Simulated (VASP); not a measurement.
Input of a VASP 6.6.1 run:

The input INCAR:

```
SYSTEM = Ca
  PREC = Accurate
  ENCUT = 520
  EDIFF = 1E-6
  ISMEAR = 0
  SIGMA = 0.1
  LREAL = .FALSE.
  LASPH = .TRUE.
  NELM = 100
  ALGO = Fast
  ISIF = 2
  LWAVE = .FALSE.
  LCHARG = .FALSE.
  GGA = PS
  NBANDS = 17
```

The input KPOINTS:

```
Automatic mesh
0
G
  10 10 10
  0 0 0
```

POSCAR

```
Ca
1.0
    4.1544196696      0.0000000000      0.0000000000
    0.0000000000      4.1544196696      0.0000000000
    0.0000000000      0.0000000000      4.1338457236
Ca
2
Direct
    0.0000000000      0.0000000000      0.5000000000
    0.5000000000      0.5000000000      0.0000000000
```

Potentials or basis: VASP PAW PBE potentials, release 64 (Ca_sv).

Launch:

```sh
$ cat potpaw_PBE.64/Ca_sv/POTCAR > POTCAR
$ mpirun -np 1 vasp_std > vasp.out
```

Task: Predict the band gap on the k mesh.

Result: None (metal or under the smearing width).

Task: Estimate the pressure.

Result: 2.5 GPa.

Caveat: the PAW data sets were made with another functional, which shifts forces and pressure a little.
